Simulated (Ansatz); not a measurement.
## Elastic constants of CaF₂ (Fm-3m) under pressure

```xyz
3
Lattice="0.0000 2.6631 2.6631 2.6631 0.0000 2.6631 2.6631 2.6631 0.0000" Properties=species:S:1:pos:R:3 pbc="T T T"
Ca    0.0000    0.0000    0.0000
F     1.3315    1.3315    1.3315
F     3.9946    3.9946    3.9946
```

This is the zero-pressure cell. At each pressure cell and atoms are relaxed in this structure, and the constants are slopes of the stress at strains of ±0.005 with relaxed ions (the coefficients that govern stability under load). Level: LDA, PAW on Ansatz 0.2.0's default frozen-core files (fitted under PBE), scalar-relativistic; k mesh 6×6×6, strains of ±0.005, fixed occupations, cutoff 420 eV. P is the pressure of the relaxed cell, less that of this one.

```
P (GPa)    V/V₀  C11 (GPa)  C12 (GPa)  C44 (GPa)
   0.00  1.0000      185.8       58.9       38.7
   1.01  0.9903      191.5       63.1       39.7
   2.00  0.9812      196.9       67.1       40.7
   4.00  0.9643      207.2       75.2       42.2
   7.00       ?          ?          ?          ?
  10.00  0.9213      237.0       98.6       45.7
  15.01  0.8920      260.7      117.9       48.2
```

Task: Does the bulk modulus from the constants agree with the pressure-volume curve?

Result: A third-order Birch-Murnaghan fit to the volumes shown (F against f, f = [(V₀/V)^(2/3) − 1]/2) gives B₀ = 101.2 GPa and B′ = 4.6. Its −V dP/dV stands beside (C11 + 2C12)/3:

```
P (GPa)  from P(V)  from the constants
   0.00      101.2               101.2
   1.01      105.7               105.9
   2.00      110.2               110.4
   4.00      119.0               119.2
  10.00      144.9               144.7
  15.01      165.8               165.5
```

Task: What are the pressure derivatives at zero pressure?

Result: Slopes at V₀ of quadratic fits in −ln(V/V₀) through the first four rows shown, divided by B₀: dC11/dP = 5.7, dC12/dP = 4.1, dC44/dP = 1.1. The mean slopes up to 2.0 GPa are 5.5, 4.1, 1.0; curvature and scatter of the constants part the two. The combination (dC11/dP + 2 dC12/dP)/3 = 4.7 stands against B′.

Task: Fill the row at 7.00 GPa.

Result: Cubic fits in −ln(V/V₀) through all rows shown give C11 = 222.4, C12 = 87.0, C44 = 44.1 GPa. Computed: V/V₀ = 0.9415, C11 (GPa) = 222.2, C12 (GPa) = 86.9, C44 (GPa) = 44.2.

Task: Does a shear stiffness soften?

Result: C44 goes from 38.7 to 48.2 GPa; (C11 − C12)/2 goes from 63.5 to 71.4 GPa. Neither ends more than 3 % under its start, and the lattice stays mechanically stable over this range.

Known limits: no other phase was computed; many crystals of this kind change structure within this range, and rows or crossings beyond such a change describe a metastable lattice; frozen-core PAW files fitted under PBE, their cores solved anew for the functional of the run; phonons weren't checked at these pressures.
